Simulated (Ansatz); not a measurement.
Space group Im-3m (No. 229). a = 3.545 Å, b = 3.545 Å, c = 3.545 Å, α = 90.00°, β = 90.00°, γ = 90.00°
```tsv
atom	site	symmetry	x	y	z
Hf	2a	m-3m	0.0000	0.0000	0.0000
```

Equation of state of this Hf structure (not necessarily the ground state), with shape and atoms relaxed at each volume where symmetry leaves them free. It has no gap at any of these volumes. All numbers below come from DFT PBE, scalar-relativistic, plane waves, PAW (Ansatz 0.2.0).

Settings: cutoff 420 eV, Γ-centred mesh 16×16×16 on the computed 1-atom cell, Gaussian smearing of 0.10 eV; no spin polarisation.

| V (Å³/atom) | E − E(largest V) (meV/atom) | P (GPa) |
| --- | --- | --- |
| 19.596 | 58.94 | 15.93 |
| 20.264 | 2.47 | 11.15 |
| 20.932 | -35.25 | 6.95 |
| 21.600 | -56.39 | 3.24 |
| 22.268 | -62.77 | -0.01 |
| 22.936 | -56.18 | -2.86 |
| 23.604 | -38.39 | -5.32 |
| 24.495 | 0.00 | -8.12 |

Task: Fit a third-order Birch–Murnaghan equation to E(V).

Result: V0 = 22.25 Å³/atom, B0 = 102 GPa, B0' = 3.4.

Spin-orbit coupling is left out, which matters for the bands of heavy elements.

This bcc form isn't the element's structure at ambient conditions.